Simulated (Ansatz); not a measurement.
Crystal: MnS.

```
CELL_PARAMETERS angstrom
4.30568 0.00000 0.00000
0.00000 4.30568 0.00000
0.00000 0.00000 5.36058
ATOMIC_POSITIONS crystal
Mn 0.00000 0.50000 0.00000
Mn 0.50000 0.00000 0.50000
S 0.00000 0.00000 0.25000
S 0.00000 0.00000 0.75000
```

Measurements of this composition are mostly on another form, of space group No. 225.

Base run:

| Quantity | Value |
| --- | --- |
| Program | Ansatz 0.2.0 |
| Functional | r2SCAN |
| Potentials or basis | Ansatz PAW |
| Cutoff | 500 eV |
| Density cutoff | 2000 eV |
| k mesh | 5 × 5 × 4 |
| Occupations | gaussian, width 0.05 eV |
| Spin | collinear spin, program default start |

Its results: band gap on the k mesh none (metal or under the smearing width); pressure -3.4 GPa; net moment 8.70 μB per cell; site moments Mn +4.20; S -0.07 μB.

Q: The run is repeated on the same cell with these changes: hubbard terms from none to Mn d U = 3 eV; hubbard projectors from none to ortho-atomic (the default). What comes out?

A: Band gap on the k mesh none (metal or under the smearing width); pressure 0.3 GPa; net moment 9.36 μB per cell; site moments Mn +4.42; S -0.07 μB.

Caveats: the magnetic or orbital state may not be the lowest; the PAW data sets come from PBE, with cores solved anew for the run's functional, which leaves a small shift of forces and pressure; semilocal functionals often make such compounds metallic where correlation or magnetic order opens a gap, which also shifts bond lengths (some runs).

Not every run made on this cell is shown here.
